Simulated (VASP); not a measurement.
**AlP: G0W0 quasiparticle levels with PBEsol**

Crystal: AlP.

```
Al P
1.0
     0.00000    2.72550    2.72550
     2.72550    0.00000    2.72550
     2.72550    2.72550    0.00000
Al P
1 1
Direct
  0.00000 0.00000 0.00000
  0.25000 0.25000 0.25000
```

| Item | Value |
| --- | --- |
| Program | VASP 6.6.1 |
| Task | G0W0 quasiparticle levels |
| Functional | PBEsol |
| Potentials or basis | VASP PAW PBE potentials, release 64 (Al_GW, P_GW) |
| Cutoff | 450 eV |
| k mesh | 5 × 5 × 5 |
| Occupations | gaussian, width 0.01 eV |
| Spin | no spin polarisation |
| Cutoff of the response function | 230 |
| Empty bands | 220 |
| GW scheme | G0W0 |
| GW iterations | 1 |
| Frequency points | 50 |
| Further INCAR settings | ALGO = EVGW0; EDIFF = 1e-08; NBANDS = 224 |

```json
{"Band gap on the k mesh, mean-field level": "1.67 eV, indirect (least direct gap 3.24 eV)", "Quasiparticle gap": "2.62 eV", "Least direct quasiparticle gap": "4.26 eV"}
```

Levels at points of the mesh, in eV from the valence-band top:
| k point | band 2 | band 3 | band 4 | band 5 | band 6 | band 7 |
| --- | --- | --- | --- | --- | --- | --- |
| (0.00, 0.00, 0.00) | 0.00 | 0.00 | 0.00 | 3.24 | 4.50 | 4.50 |

It took 110 s on 8 MPI ranks on Intel(R) Xeon(R) Platinum 8259CL CPU @ 2.50GHz (Skylake/Cascade Lake), on a shared host, peak memory 0.73 GiB a rank.

The gap isn't set beside the measured one, since this odd mesh misses points on the zone boundary.

Caveat: bands, screening cutoff and mesh are small and nothing is extrapolated, so the quasiparticle values aren't converged; an odd mesh through Γ misses points on the zone boundary, where band edges often lie.
